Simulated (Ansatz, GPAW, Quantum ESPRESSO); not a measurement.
TiNi: programs and potentials compared

```
Ni Ti
1.0
     2.73580    0.00000    0.00000
     0.00000    2.73580    0.00000
     0.00000    0.00000    3.58141
Ni Ti
1 1
Direct
  0.00542 0.00515 0.00068
  0.50871 0.48873 0.48423
```

The cell comes from a database or a generator and needn't be the stable form of this composition.

Atoms were shifted at random by some hundredths of an Å from the given cell, which wasn't relaxed again for these runs.

Alike in all runs: task single point; functional PBEsol; k mesh 10 × 10 × 8; occupations fermi-dirac, width 0.05 eV; collinear spin, ferromagnetic start; no spin-orbit coupling. Pressure is positive in compression and, in plane waves, holds the error of the finite cutoff.

```tsv
program and potentials	plane-wave cutoff (eV)	notes	band gap (eV)	pressure (GPa)	net moment per atom (μB)	largest force (eV/Å)	energy over the undisturbed cell (meV/atom)
Quantum ESPRESSO, GBRV 1.5 PBEsol	612	15 valence electrons an atom on average	?	?	?	?	?
Ansatz, all-electron LAPW, scalar-relativistic	-	-	no gap	-5.96	0.00	0.293	-
GPAW, PAW data sets generated for this functional	600	14 valence electrons an atom on average; this data set often lies off other programs	no gap	-5.59	0.00	0.312	5.70
```

Q: Estimate from the other rows what the run with Quantum ESPRESSO, GBRV 1.5 PBEsol gave.

A: No band gap; pressure -6.02 GPa; net moment per atom 0.00 μB; largest force 0.294 eV/Å; energy over the undisturbed cell 5.36 meV/atom. The other rows, which needn't bracket it: pressure -5.96 to -5.59; net moment per atom 0.00; largest force 0.293 to 0.312; energy over the undisturbed cell 5.70.
